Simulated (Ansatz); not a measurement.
The system is Zn.

```xyz
2
Lattice="2.6700 0.0000 0.0000 -1.3350 2.3123 0.0000 0.0000 0.0000 4.9660" Properties=species:S:1:pos:R:3 pbc="T T T"
Zn    1.3350    0.7708    3.7245
Zn    0.0000    1.5415    1.2415
```

```yaml
Program: Ansatz 0.2.0
Task: relaxation of cell and atoms
Functional: r2SCAN
Potentials_or_basis: Ansatz PAW
Cutoff: "500 eV (not typed: the program's choice for these potentials)"
k_mesh: 11 × 11 × 6
Occupations: fermi-dirac, width 0.05 eV
Spin: no spin polarisation
```

At the start: volume 15.33 Å³/atom.

Q: How do energy, volume and symmetry change on relaxing?

A: It ends after 12 steps and the volume is 14.13 Å³/atom (-7.8 %); space group P6_3/mmc (No. 194, to 0.05 Å).

Step by step:
| step | energy change (eV) | largest force (eV/Å) | volume (Å³) |
| --- | --- | --- | --- |
| 1 | 0.0000 | 0.0000 | 30.66 |
| 2 | -0.0330 | 0.0000 | 29.01 |
| 3 | -0.0387 | 0.0000 | 27.99 |
| 4 | -0.0406 | 0.0000 | 28.38 |
| 5 | -0.0411 | 0.0000 | 28.43 |
| 6 | -0.0413 | 0.0000 | 28.42 |
| 7 | -0.0428 | 0.0000 | 28.36 |
| 8 | -0.0517 | 0.0000 | 28.14 |
| 9 | -0.0546 | 0.0000 | 28.24 |
| 10 | -0.0547 | 0.0000 | 28.25 |
| 11 | -0.0547 | 0.0000 | 28.26 |
| 12 | -0.0545 | 0.0000 | 28.26 |

Final structure:
```
CELL_PARAMETERS angstrom
2.70349 0.00000 0.00000
-1.35175 2.34129 0.00000
0.00000 0.00000 4.46445
ATOMIC_POSITIONS crystal
Zn 0.66667 0.33333 0.75000
Zn 0.33333 0.66667 0.25000
```

Caveat: the plane-wave basis is chosen anew once the cell has moved, so the energies of steps on either side of that aren't comparable; the PAW data sets come from PBE, with cores solved anew for the run's functional, which leaves a small shift of forces and pressure.
